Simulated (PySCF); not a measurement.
**CH$_{4}$N$_{2}$O: calculation and literature**

Mapped SMILES: `[NH2:1][C:2]([NH2:3])=[O:4]`; H(Xn) means a hydrogen on atom n.

The experiment to reproduce: δ ¹⁵N N1/N3 -307.8 ppm (measured; solution, Acetone; M. Witanowski et al., J. Mol. Struct. 476 (1999) 133).
δ ¹⁵N N1/N3 -307.4 ppm (measured; solution, MeOH; M. Witanowski et al., J. Mol. Struct. 476 (1999) 133).
δ ¹⁵N N1/N3 -306.8 ppm (measured; solution, CF3CH2OH; M. Witanowski et al., J. Mol. Struct. 476 (1999) 133).
δ ¹⁵N N1/N3 -307.6 ppm (measured; solution, CH2Cl2; M. Witanowski et al., J. Mol. Struct. 476 (1999) 133).
δ ¹⁵N N1/N3 -305.4 ppm (measured; solution, EtOH; M. Witanowski et al., J. Mol. Struct. 476 (1999) 133).
δ ¹⁵N N1/N3 -306.6 ppm (measured; solution, CHCl3; M. Witanowski et al., J. Mol. Struct. 476 (1999) 133).

Theoretical values (PySCF 2.14): GFN2-xTB structure, shielding tensors at PBE0/pcSseg-1 (GIAO). One averaged value for each set of equivalent atoms, single conformer, non-relativistic, no solvent model.

Set the calculated values beside the experiment.

## Answers


Reference values: measured (solution, Acetone; M. Witanowski et al., J. Mol. Struct. 476 (1999) 133).
| atoms | quantity | reference | computed | computed, scaled |
| --- | --- | --- | --- | --- |
| N1/N3 | δ ¹⁵N vs neat liquid CH3NO2 | -307.8 | – | -314.9 |

Reference values: measured (solution, MeOH; M. Witanowski et al., J. Mol. Struct. 476 (1999) 133).
```json
{"atoms": "N1/N3", "quantity": "δ ¹⁵N vs neat liquid CH3NO2", "reference": "-307.4", "computed": "–", "computed, scaled": "-314.9"}
```

Reference values: measured (solution, CF3CH2OH; M. Witanowski et al., J. Mol. Struct. 476 (1999) 133).
| atoms | quantity | reference | computed | computed, scaled |
| --- | --- | --- | --- | --- |
| N1/N3 | δ ¹⁵N vs neat liquid CH3NO2 | -306.8 | – | -314.9 |

Reference values: measured (solution, CH2Cl2; M. Witanowski et al., J. Mol. Struct. 476 (1999) 133).
```csv
atoms,quantity,reference,computed,"computed, scaled"
N1/N3,δ ¹⁵N vs neat liquid CH3NO2,-307.6,–,-314.9
```

Reference values: measured (solution, EtOH; M. Witanowski et al., J. Mol. Struct. 476 (1999) 133).
```csv
atoms,quantity,reference,computed,"computed, scaled"
N1/N3,δ ¹⁵N vs neat liquid CH3NO2,-305.4,–,-314.9
```

Reference values: measured (solution, CHCl3; M. Witanowski et al., J. Mol. Struct. 476 (1999) 133).
```tsv
atoms	quantity	reference	computed	computed, scaled
N1/N3	δ ¹⁵N vs neat liquid CH3NO2	-306.6	–	-314.9
```

Computed shifts are σ(ref) − σ with the named reference compound (TMS for H and C) calculated as an isolated molecule at the same level. The measured values may be among those fitted. Shieldings were converted by a linear fit to measured shifts: ¹⁵N: δ = -148.07 − 0.921σ (rms 6.3 ppm, 71 shifts vs CH3NO2, solution or neat liquid). A few per cent of atoms miss by over 2 rms, more outside the fitted compound classes.

6 of the 8 published NMR values on file for this molecule are compared. The rest: values from further sources.
